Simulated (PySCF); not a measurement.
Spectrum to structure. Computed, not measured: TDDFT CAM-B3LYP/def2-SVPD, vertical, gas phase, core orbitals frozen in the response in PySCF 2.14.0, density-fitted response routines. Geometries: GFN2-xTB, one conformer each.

```json
{"state": "S1", "E (eV)": "6.29", "λ (nm)": "197.0", "f": "0.0078"}
{"state": "S2", "E (eV)": "6.87", "λ (nm)": "180.4", "f": "0.011"}
{"state": "S3", "E (eV)": "7.36", "λ (nm)": "168.4", "f": "0.016"}
{"state": "S4", "E (eV)": "7.43", "λ (nm)": "166.9", "f": "0.028"}
{"state": "S5", "E (eV)": "7.57", "λ (nm)": "163.7", "f": "0.0041"}
{"state": "S6", "E (eV)": "7.68", "λ (nm)": "161.5", "f": "0.014"}
{"state": "S7", "E (eV)": "7.77", "λ (nm)": "159.6", "f": "0.032"}
{"state": "S8", "E (eV)": "8.04", "λ (nm)": "154.1", "f": "0.058"}
```

Question: Which candidate is it?
A. `C1=CCC=C1`
B. `C[Si@@H]1CC[SiH2]N1`
C. `C=C[C@H]1C[SiH2]1`
D. `CN[SiH2]/C=C/[SiH3]`

Answer: B. Its S1, at 6.29 eV, is the highest among the candidates; the nearest of the others has S1 at 5.60 eV. S1 is HOMO→LUMO (75%), HOMO→LUMO+2 (11%), HOMO→LUMO+1 (8%). Löwdin shares by element: HOMO nitrogen 51%, silicon 20%, hydrogen 7% or more (atoms not listed hold the other 22%); LUMO silicon 39%, hydrogen 13% or more, carbon 10% or more (atoms not listed hold the other 39%). At the same level the other candidates give, for their lowest levels:
- `C=C[C@H]1C[SiH2]1`: 5.44 eV (f 0.247); 6.00 eV (f 0.029); 6.32 eV (f 0.065); 6.48 eV (f 0.003); 6.67 eV (f 0.072); T1 3.85 eV; HOMO -7.51, LUMO 0.71 eV
- `C1=CCC=C1`: 5.23 eV (f 0.087); 6.37 eV (f 0.000); 7.07 eV (f 0.007); 7.10 eV (f 0.051); 7.16 eV (f 0.000); T1 3.14 eV; HOMO -7.64, LUMO 0.63 eV
- `CN[SiH2]/C=C/[SiH3]`: 5.60 eV (f 0.007); 5.85 eV (f 0.000); 6.09 eV (f 0.004); 6.72 eV (f 0.519); 6.84 eV (f 0.009); T1 4.12 eV; HOMO -8.17, LUMO 0.31 eV
Triplets come from the Tamm–Dancoff approximation.
